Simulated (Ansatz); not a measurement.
# H on K(100): change of the work function

How does H on the hollow site change the work function of K(100) as the layer fills?

Program: Ansatz 0.2.0. Level of theory: plane-wave DFT, LDA, Ansatz PAW, in the first sound run; inputs show where later runs differ. Results are calculated unless marked as measured.

Report form: the programs' logs are mostly left out.

## (1) Starting point

The cell holds 5 atoms: 5 K. Its edges and angles: a = 5.230 Å, b = 5.230 Å, c = 28.460 Å, α = 90.0°, β = 90.0°, γ = 90.0°. Vacuum lies along c.

Coordinates:

```cif
data_structure
_symmetry_space_group_name_H-M 'P 1'
_symmetry_Int_Tables_number 1
_cell_length_a 5.2300
_cell_length_b 5.2300
_cell_length_c 28.4600
_cell_angle_alpha 90.000
_cell_angle_beta 90.000
_cell_angle_gamma 90.000
_cell_volume 778.46
loop_
_atom_site_label
_atom_site_type_symbol
_atom_site_fract_x
_atom_site_fract_y
_atom_site_fract_z
_atom_site_occupancy
K1 K 0.00000 0.00000 0.31623 1
K2 K 0.50000 0.50000 0.40812 1
K3 K 0.00000 0.00000 0.50000 1
K4 K 0.50000 0.50000 0.59188 1
K5 K 0.00000 0.00000 0.68377 1
```

## (2) The clean slab

The bare slab comes first, as the zero from which every change is counted. The two lowest layers are held at bulk places and the upper ones relax. The dipole correction removes the false field that a one-sided slab makes across the periodic vacuum, so each face gets a flat vacuum level of its own.

input.yaml reads:

```yaml
crystal:
  lattice:
    - [5.23, 0.0, 0.0]
    - [0.0, 5.23, 0.0]
    - [0.0, 0.0, 28.46]
  atoms:
    - { symbol: K, position: [0.0, 0.0, 0.3162333099] }
    - { symbol: K, position: [0.5, 0.5, 0.408116655] }
    - { symbol: K, position: [0.0, 0.0, 0.5] }
    - { symbol: K, position: [0.5, 0.5, 0.591883345] }
    - { symbol: K, position: [0.0, 0.0, 0.6837666901] }
kpoints:
  mp_grid: { grid: [6, 6, 1] }
hamiltonian:
  xc: lda
scf:
  occupations: { method: fermi_dirac, width: 0.1 }
  convergence: { dr2_threshold: 1.0e-08 }
efield:
  axis: 3
  dipole_correction: true
  ramp_position: 0.97
  ramp_width: 0.06
relax:
  f_tol: 0.02
  max_steps: 60
  constraints: [{ sites: [0, 1] }]
output:
  write_potential: true
  write_density: true
  volumetric_format: npy
```

The run is started by

```sh
$ ansatz run input.yaml --threads 4 --pin off --max-ram 12288MiB --backend cpu --events-out ev --progress --plain --runs-dir out
```

Run time: 22 s. Hardware: 4 threads of Arm Neoverse V1, shared host; peak memory 0.84 GiB; 86 s of CPU time.

Step by step:

```csv
step,energy less that of the first step (eV),largest force component (eV/Å)
1,0.0000,0.0591
2,-0.0042,0.0555
3,-0.0150,0.0387
4,-0.0227,0.0196
5,-0.0270,0.0088
6,-0.0277,0.0022
```

The run keeps the 8 symmetry operations that it works with, so distortions that break them were not tested.

The atoms that moved most (Å):

```csv
atom,dx,dy,dz,length
K5,0.000,0.000,-0.741,0.741
K4,0.000,0.000,-0.513,0.513
K3,0.000,0.000,-0.274,0.274
```

The relaxed structure:

```cif
data_structure
_symmetry_space_group_name_H-M 'P 1'
_symmetry_Int_Tables_number 1
_cell_length_a 5.2300
_cell_length_b 5.2300
_cell_length_c 28.4600
_cell_angle_alpha 90.000
_cell_angle_beta 90.000
_cell_angle_gamma 90.000
_cell_volume 778.46
loop_
_atom_site_label
_atom_site_type_symbol
_atom_site_fract_x
_atom_site_fract_y
_atom_site_fract_z
_atom_site_occupancy
K1 K 0.00000 0.00000 0.31623 1
K2 K 0.50000 0.50000 0.40812 1
K3 K 0.00000 0.00000 0.49036 1
K4 K 0.50000 0.50000 0.57387 1
K5 K 0.00000 0.00000 0.65772 1
```

This step gave:

```
energy at zero smearing   : -7480.7395 eV
work function, upper face : 2.374 eV
dipole along the normal   : -0.001592 e·Å
```

Running mean over 2.615 Å of the planar mean; the ramp of the sawtooth is left out. Table of electron's electrostatic potential energy less the Fermi level by z:

```csv
z (Å),electron's electrostatic potential energy less the Fermi level (eV)
4,2.36
5,2.34
6,2.23
7,1.78
8,0.170
9,-0.546
10,-0.531
11,-0.506
12,-0.696
13,-0.987
14,-0.658
15,-0.929
16,-0.673
17,-0.812
18,-0.878
19,-0.528
20,0.680
21,2.01
22,2.29
23,2.36
24,2.37
25,2.37
```

The relaxation took 6 steps and lowered the energy by 0.028 eV; the largest force on the free atoms ends at 0.0022 eV/Å.

The work function of the upper face is 2.37 eV.

## (3) Adsorbate added, k-mesh 2×2×1, coverage 0.111 ML

System of this step: K45H (H/K(100)). The cell holds 46 atoms: 45 K and 1 H. Cell: a = 15.690 Å, b = 15.690 Å, c = 28.219 Å, α = 90.0°, β = 90.0°, γ = 90.0°. Vacuum lies along c.

The clean slab as it ended is repeated in the plane and the adsorbate is set on one face; the cell's size fixes the coverage, and the k-mesh shrinks with it to keep the sampling density about even. Adsorbate and upper layers relax, since the dipole depends on the height.

input.yaml reads:

```yaml
crystal:
  lattice:
    - [15.69, 0.0, 0.0]
    - [0.0, 15.69, 0.0]
    - [0.0, 0.0, 28.2185753508]
  atoms:
    - { symbol: K, position: [0.0, 0.0, 0.318938851] }
    - { symbol: K, position: [0.1666666667, 0.1666666667, 0.4116083061] }
    - { symbol: K, position: [0.0, 0.0, 0.4945565594] }
    - { symbol: K, position: [0.1666666667, 0.1666666667, 0.5787788438] }
    - { symbol: K, position: [0.0, 0.0, 0.6633423239] }
    - { symbol: K, position: [0.0, 0.3333333333, 0.318938851] }
    - { symbol: K, position: [0.1666666667, 0.5, 0.4116083061] }
    - { symbol: K, position: [0.0, 0.3333333333, 0.4945565594] }
[... 34 atom lines left out ...]
    - { symbol: K, position: [0.6666666667, 0.6666666667, 0.4945565594] }
    - { symbol: K, position: [0.8333333333, 0.8333333333, 0.5787788438] }
    - { symbol: K, position: [0.6666666667, 0.6666666667, 0.6633423239] }
    - { symbol: H, position: [0.1666666667, 0.1666666667, 0.681061149] }
kpoints:
  mp_grid: { grid: [2, 2, 1] }
hamiltonian:
  xc: lda
scf:
  occupations: { method: fermi_dirac, width: 0.1 }
  convergence: { dr2_threshold: 1.0e-08 }
efield:
  axis: 3
  dipole_correction: true
  ramp_position: 0.97
  ramp_width: 0.06
relax:
  f_tol: 0.02
  max_steps: 60
  constraints:
    - { sites: [0, 1, 5, 6, 10, 11, 15, 16, 20, 21, 25, 26, 30, 31, 35, 36, 40, 41] }
output:
  bader: true
  write_potential: true
  write_density: true
  volumetric_format: npy
```

Elapsed: 19 min, on 4 threads; peak memory 9 GiB; 72 min of CPU time.

Relaxation path:

```csv
step,energy less that of the first step (eV),largest force component (eV/Å)
1,0.0000,0.3686
2,-0.0796,0.2916
3,-0.2291,0.1044
4,-0.3431,0.0847
5,-0.4312,0.0492
6,-0.4669,0.0514
7,-0.4650,0.0850
8,-0.4735,0.0188
9,-0.4747,0.0028
```

Relaxation step 7 was tried and not accepted.

The run keeps the 8 symmetry operations that it works with, so distortions that break them were not tested.

The atoms that moved most (Å):

```csv
atom,dx,dy,dz,length
K5,0.550,0.550,-0.081,0.783
K10,0.550,-0.550,-0.081,0.783
K20,-0.550,0.550,-0.081,0.783
K25,-0.550,-0.550,-0.081,0.783
H46,0.000,0.000,-0.633,0.633
K4,0.000,0.000,-0.408,0.408
K24,-0.140,-0.140,0.189,0.274
K29,-0.140,0.140,0.189,0.274
```

Numbers from this step:

* energy at zero smearing: -67342.1716 eV
* work function, upper face: 2.322 eV
* work function, lower face: 2.365 eV
* dipole along the normal: 0.05773 e·Å
* step between the vacuum levels: -0.04244 eV

Running mean over 2.615 Å of the planar mean; the ramp of the sawtooth is left out. Table of electron's electrostatic potential energy less the Fermi level by z:

```csv
z (Å),electron's electrostatic potential energy less the Fermi level (eV)
4,2.36
5,2.34
6,2.23
7,1.78
8,0.170
9,-0.552
10,-0.536
11,-0.508
12,-0.693
13,-0.969
14,-0.664
15,-0.883
16,-0.655
17,-0.838
18,-0.982
19,-0.543
20,0.700
21,1.99
22,2.25
23,2.31
24,2.32
25,2.32
```

The relaxation took 9 steps and lowered the energy by 0.47 eV; the largest force on the free atoms ends at 0.0028 eV/Å.

The covered face has 2.32 eV, -0.05 eV against the clean one; the bare back face has moved by +0.00 eV, a measure of how thin the slab is. The added atoms end 0.2 Å under the highest substrate atom on average, so this is no overlayer any more.

## (4) Adsorbate added, k-mesh 3×3×1, coverage 0.25 ML

System of this step: K20H (H/K(100)). The cell holds 21 atoms: 20 K and 1 H. Cell: a = 10.460 Å, b = 10.460 Å, c = 28.219 Å, α = 90.0°, β = 90.0°, γ = 90.0°. Vacuum lies along c.

Another coverage, to see how the dipoles act on each other as their distance changes.

input.yaml reads:

```yaml
crystal:
  lattice:
    - [10.46, 0.0, 0.0]
    - [0.0, 10.46, 0.0]
    - [0.0, 0.0, 28.2185753508]
  atoms:
    - { symbol: K, position: [0.0, 0.0, 0.318938851] }
    - { symbol: K, position: [0.25, 0.25, 0.4116083061] }
    - { symbol: K, position: [0.0, 0.0, 0.4945565594] }
    - { symbol: K, position: [0.25, 0.25, 0.5787788438] }
    - { symbol: K, position: [0.0, 0.0, 0.6633423239] }
    - { symbol: K, position: [0.0, 0.5, 0.318938851] }
    - { symbol: K, position: [0.25, 0.75, 0.4116083061] }
    - { symbol: K, position: [0.0, 0.5, 0.4945565594] }
    - { symbol: K, position: [0.25, 0.75, 0.5787788438] }
    - { symbol: K, position: [0.0, 0.5, 0.6633423239] }
    - { symbol: K, position: [0.5, 0.0, 0.318938851] }
    - { symbol: K, position: [0.75, 0.25, 0.4116083061] }
    - { symbol: K, position: [0.5, 0.0, 0.4945565594] }
    - { symbol: K, position: [0.75, 0.25, 0.5787788438] }
    - { symbol: K, position: [0.5, 0.0, 0.6633423239] }
    - { symbol: K, position: [0.5, 0.5, 0.318938851] }
    - { symbol: K, position: [0.75, 0.75, 0.4116083061] }
    - { symbol: K, position: [0.5, 0.5, 0.4945565594] }
    - { symbol: K, position: [0.75, 0.75, 0.5787788438] }
    - { symbol: K, position: [0.5, 0.5, 0.6633423239] }
    - { symbol: H, position: [0.25, 0.25, 0.681061149] }
kpoints:
  mp_grid: { grid: [3, 3, 1] }
hamiltonian:
  xc: lda
scf:
  occupations: { method: fermi_dirac, width: 0.1 }
  convergence: { dr2_threshold: 1.0e-08 }
efield:
  axis: 3
  dipole_correction: true
  ramp_position: 0.97
  ramp_width: 0.06
relax:
  f_tol: 0.02
  max_steps: 60
  constraints: [{ sites: [0, 1, 5, 6, 10, 11, 15, 16] }]
output:
  bader: true
  dos: { projected: true, e_range: [-8, 4] }
  write_potential: true
  write_density: true
  volumetric_format: npy
  elf: true
```

It took 4.6 min on 4 threads; peak memory 4.5 GiB; 18 min of CPU time.

Step by step:

```csv
step,energy less that of the first step (eV),largest force component (eV/Å)
1,0.0000,0.3694
2,-0.0866,0.2885
3,-0.2380,0.1067
4,-0.3545,0.0899
5,-0.4470,0.0543
6,-0.4899,0.0373
7,-0.4900,0.0854
8,-0.4966,0.0359
9,-0.4973,0.0013
```

Forces are held to the 8 operations that the run works with; a distortion that breaks them can't arise in this run.

The atoms that moved most (Å):

```csv
atom,dx,dy,dz,length
K5,0.572,0.572,-0.065,0.811
K10,0.572,-0.572,-0.065,0.811
K15,-0.572,0.572,-0.065,0.811
K20,-0.572,-0.572,-0.065,0.811
H21,0.000,0.000,-0.620,0.620
K19,0.000,0.000,0.550,0.550
K4,0.000,0.000,-0.417,0.417
K3,-0.109,-0.109,0.057,0.165
```

Final coordinates:

```xyz
21
Lattice="10.4600 0.0000 0.0000 0.0000 10.4600 0.0000 0.0000 0.0000 28.2186" Properties=species:S:1:pos:R:3
K     0.0000    0.0000    9.0000
K     2.6150    2.6150   11.6150
K    -0.1091   -0.1091   14.0131
K     2.6150    2.6150   15.9150
K     0.5718    0.5718   18.6540
K     0.0000    5.2300    9.0000
K     2.6150    7.8450   11.6150
K    -0.1091    5.3391   14.0131
K     2.6150    7.8450   16.4099
K     0.5718    4.6582   18.6540
K     5.2300    0.0000    9.0000
K     7.8450    2.6150   11.6150
K     5.3391   -0.1091   14.0131
K     7.8450    2.6150   16.4099
K     4.6582    0.5718   18.6540
K     5.2300    5.2300    9.0000
K     7.8450    7.8450   11.6150
K     5.3391    5.3391   14.0131
K     7.8450    7.8450   16.8822
K     4.6582    4.6582   18.6540
H     2.6150    2.6150   18.5988
```

This step gave:

```yaml
energy_at_zero_smearing: -29938.5008 eV
work_function_upper_face: 2.265 eV
work_function_lower_face: 2.369 eV
dipole_along_the_normal: 0.06304 e·Å
step_between_the_vacuum_levels: -0.1043 eV
```

The density of states has structure finer than the step of the table below, so its rows give means over 0.2 eV, whole bins alone (the curve runs from -8 to 1.32 eV). Peaks (eV: height): -0.57: 41.7, 0.03: 62.5, 0.42: 45.1, 0.84: 39.0, 1.02: 47.5, 1.11: 44.5, 1.29: 62.1.

Density of states against energy, zero at the Fermi level; means over each step:

```csv
energy (eV),density of states (states/eV a cell)
-3.4,0
-3.2,2.66
-3.0,2.66
-2.8,0
-2.6,0
-2.4,0
-2.2,0
-2.0,1.53
-1.8,9.52
-1.6,1.24
-1.4,7.13
-1.2,9.49
-1.0,5.57
-0.8,10.0
-0.6,22.0
-0.4,7.23
-0.2,13.0
0.0,22.0
0.2,11.0
0.4,26.6
0.6,16.6
0.8,26.0
1.0,23.0
1.2,29.4
```

Projected DOS per atom over height of the atomic layer and energy from the Fermi level. Layers: K4 K4 K4 K K2 K K4H from below.

Values in states/eV, 22 rows by 7 columns, each cell a mean:
```
0.27 0.24 0.36 0.16 0.29 0.35 0.31
0.72 0.75 0.55 0.81 0.65 0.49 0.66
0.81 0.75 0.64 1.03 0.61 0.95 0.74
0.82 0.40 0.53 0.31 0.30 0.48 0.64
0.73 0.79 0.84 0.76 0.72 0.77 0.48
0.40 0.35 0.23 0.21 0.56 0.33 0.20
0.24 0.38 0.41 0.15 0.48 0.40 0.12
0.14 0.36 0.41 0.11 0.25 0.22 0.05
0.00 0.00 0.00 0.00 0.00 0.00 0.00
0.00 0.00 0.00 0.00 0.00 0.00 0.00
0.00 0.00 0.00 0.39 0.01 0.00 0.84
0.00 0.00 0.00 0.00 0.00 0.00 0.00
0.00 0.00 0.00 0.00 0.00 0.00 0.00
0.00 0.00 0.00 0.00 0.00 0.00 0.00
0.00 0.00 0.00 0.00 0.00 0.00 0.00
0.00 0.00 0.00 0.00 0.00 0.00 0.00
0.00 0.00 0.00 0.00 0.00 0.00 0.00
0.00 0.00 0.00 0.00 0.00 0.00 0.00
0.00 0.00 0.00 0.00 0.00 0.00 0.00
0.00 0.00 0.00 0.00 0.00 0.00 0.00
0.00 0.00 0.00 0.00 0.00 0.00 0.00
0.00 0.00 0.00 0.00 0.00 0.00 0.00
```
Columns: height of the atomic layer (Å) from 9 to 18.6 (not evenly spaced); rows upwards: energy from the Fermi level (eV) from -7.96 to 1.25.

Valence density in the ca plane at fractional y = 0.250, with atoms of K and H within 0.2 Å of it. It is the smooth field of the valence electrons, not physical close to the nuclei.

Ten steps, logarithmic in the rise over the least value, from '0' (0.0 e/Å³) to '9' (4.2 e/Å³), each cell a mean:
```
00000000000000000000000000000000000000000000
00000000000000000000000000000000000000000000
00011211000000001121110000000000000000000000
00134543100000012455321000000000000000000000
01368886310000125788641000000000000000000000
01479997410000137999852000000000000000000000
01479997410000136999841000000000000000000000
01257775210000124677531000000000000000000000
00123332100000011333211000000000000000000000
00001110000000000111110000000000000000000000
00000000000000000000000000000000000000000000
00000000000000000000000000000000000000000000
00000000000000000000000000000000000000000000
00000000000000000000000010000000000000000000
00011111000000111211001111100000000000000000
00135543110001135543111222210000000000000000
01368886310001368886322344321000000000000000
01479997410012589997423566421000000000000000
01479997410012479997323465321000000000000000
01256764210001257764212333210000000000000000
00123332100000123332111121110000000000000000
00001110000000011110001111000000000000000000
00000000000000000000000000000000000000000000
00000000000000000000000000000000000000000000
```
Columns run along c (16.0 Å, from fractional 0.35 to 0.91 of the cell), rows up along a (10.5 Å). Atoms in or near the plane, at fractional coordinates: K at (0.41, 0.25), K at (0.56, 0.25), K at (0.41, 0.75), K at (0.58, 0.75), H at (0.66, 0.25).

Electrostatic potential energy in the ca plane at fractional y = 0.250, with atoms of K and H within 0.2 Å of it. With pseudopotentials it is smooth inside the atoms' cores, unlike the true potential.

Ten even steps from '0' (-36 eV) to '9' (2 eV), each cell a mean:
```
99999999999999999999999999999999999999999999
99999999999999999999999999999999999999999999
99999999999999999999999999999999999999999999
99987678999999998767889999999999999999999999
99851015899999986201479999999999999999999999
99720003799999984000168999999999999999999999
99730003799999985000279999999999999999999999
99874347899999987433689999999999999999999999
99988888999999999888899999999999999999999999
99999999999999999999999999999999999999999999
99999999999999999999999999999999999999999999
99999999999999999999999999999999999999999999
99999999999999999999999999999999999999999999
99999999999999999999999999999999999999999999
99999999999999999999999999999999999999999999
99987678999999987678999999999999999999999999
99851015899999851026899989999999999999999999
99720003799998720003899713999999999999999999
99730003799999730004899846999999999999999999
99874247899999874347899999999999999999999999
99988888999999988889999999999999999999999999
99999999999999999999999999999999999999999999
99999999999999999999999999999999999999999999
99999999999999999999999999999999999999999999
```
Columns run along c (16.0 Å, from fractional 0.35 to 0.91 of the cell; values clipped at the 3rd and 97th percentile), rows up along a (10.5 Å). Atoms in or near the plane, at fractional coordinates: K at (0.41, 0.25), K at (0.56, 0.25), K at (0.41, 0.75), K at (0.58, 0.75), H at (0.66, 0.25).

ELF in the ca plane at fractional y = 0.250, with atoms of K and H within 0.2 Å of it. It is the smooth field of the valence electrons, not physical close to the nuclei.

Ten even steps from '0' (0.00 × 1e-1) to '9' (9.99 × 1e-1), each cell a mean:
```
65433223344445544444554322222222100000000000
54210001234444321111235554444432110000000000
31000100013443200011002466665432210000000000
10135653002442002565310146665432110000000000
00378887301331026888740025554332100000000000
01588688500220038867861014554321100000000000
00488788400331037878861024554322100000000000
00268885201331015788620135655432100000000000
20013331002442101233100256665432110000000000
42100000124444210000013566555432210000000000
55321112344444443222345443333332110000000000
66543333444445555555543211111111100000000000
65543223344555443344321100000000000000000000
54210001234554211011111000000000000000000000
31000100013431000100001233221000000000000000
10135653002310136652005899874200000000000000
00378887301200378886217999998510000000000000
01588688500101587688318999999620000000000000
00588788400101588787218999999620000000000000
00268885101210268875116999997310000000000000
20013331002420013321003566642100000000000000
42100000124542100000001111110000000000000000
65321112344554322222211000000000000000000000
66543333444455554455432100001111000000000000
```
Columns run along c (16.0 Å, from fractional 0.35 to 0.91 of the cell), rows up along a (10.5 Å). Atoms in or near the plane, at fractional coordinates: K at (0.41, 0.25), K at (0.56, 0.25), K at (0.41, 0.75), K at (0.58, 0.75), H at (0.66, 0.25).

The relaxation took 9 steps and lowered the energy by 0.50 eV; the largest force on the free atoms ends at 0.0013 eV/Å.

By hand: a sheet of dipoles makes a step −p/(ε₀A) in the electron's potential. With e/ε₀ = 180.95 V·Å, p = 0.06304 e·Å and A = 109.41 Å², that is −180.95 × (0.06304) / 109.41 = -0.104 eV, and the two vacuum levels of the run differ by -0.104 eV.

The covered face has 2.27 eV, -0.11 eV against the clean one; the bare back face has moved by +0.01 eV, a measure of how thin the slab is. The added atoms end 0.1 Å under the highest substrate atom on average, so this is no overlayer any more.

(Continued in part 2 of 2.)

[Logs are printed without paths, hosts, clocks, repeated set-up lines and the standing remarks that a program may print on its own settings, such as how far it seeks lower states.]

[Hosts, paths, dates, database ids (printed as entryN), source tags and the programs' standing remarks are cut or masked in the printed files.]

[Maps of the electrostatic potential energy from Ansatz leave out the sawtooth potential of an applied field or a dipole correction, so their vacuum need not be flat; planar profiles and work functions include it.]

[The density of states shown here was stored with 400 of the rows of the run's finer table, so its peaks can read low, often by over a quarter, or be missed, and its means over a window can be off by a tenth or more.]
